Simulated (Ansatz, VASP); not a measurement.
## V in VASP and in Ansatz

INCAR

```
PREC = Accurate
ENCUT = 520
EDIFF = 1E-6
ISMEAR = -1
SIGMA = 0.05
LREAL = False
LASPH = True
NELM = 80
ALGO = Normal
ISIF = 2
LWAVE = False
LCHARG = True
GGA = PE
LELF = True
LVHAR = True
NBANDS = 20
```

Contents of KPOINTS:

```
regular mesh
0
Gamma
  17 17 17
```

POSCAR

```
V
1.0
   -1.9401000494      1.9401000494      1.1155444522
    1.9401000494     -1.9401000494      1.1155444522
    1.9401000494      1.9401000494     -1.1155444522
V
2
Direct
   -0.3750000000     -0.1250000000     -0.2500000000
    0.3750000000      0.1250000000      0.2500000000
```

Input for Ansatz:

```yaml
crystal:
  lattice:
    - [-1.9401000494, 1.9401000494, 1.1155444522]
    - [1.9401000494, -1.9401000494, 1.1155444522]
    - [1.9401000494, 1.9401000494, -1.1155444522]
  atoms:
    - { symbol: V, position: [-0.375, -0.125, -0.25] }
    - { symbol: V, position: [0.375, 0.125, 0.25] }
kpoints:
  mp_grid: { grid: [17, 17, 17] }
scf:
  occupations: { method: fermi_dirac, width: 0.05 }
hamiltonian:
  xc: pbe
  pseudopotentials: { kind: all_electron, lapw: { basis_error: 0.001 } }
output:
  forces: true
  stress: true
  eigenvalues: true
  populations: true
```

Change from the starting cell: volume scaled by 0.6, LAPW.

Alike in both runs: task single point; functional PBE; k mesh 17 × 17 × 17; occupations fermi-dirac, width 0.05 eV; no spin polarisation.

```csv
,VASP,Ansatz
version,VASP 6.6.1,Ansatz 0.2.0
potentials or method,"VASP PAW PBE potentials, release 64 (V_sv)","all-electron LAPW, scalar-relativistic"
plane-wave cutoff (eV),520,see its input
```

Ansatz gave:

| Item | Value |
| --- | --- |
| pressure (GPa) | 205.8 |
| largest component of the traceless stress (GPa) | 0.30 |

Task: What did VASP give for the same quantities?

Result: Pressure (GPa): 214.9; largest component of the traceless stress (GPa): 4.34.

Ansatz ran all-electron here, so the differences hold the error of VASP's frozen core and of both bases.

Caveats: the cell as given lies far from equilibrium; so large a pressure means that the cell lies far from this level's equilibrium, or that cutoff or potentials fall short (VASP).
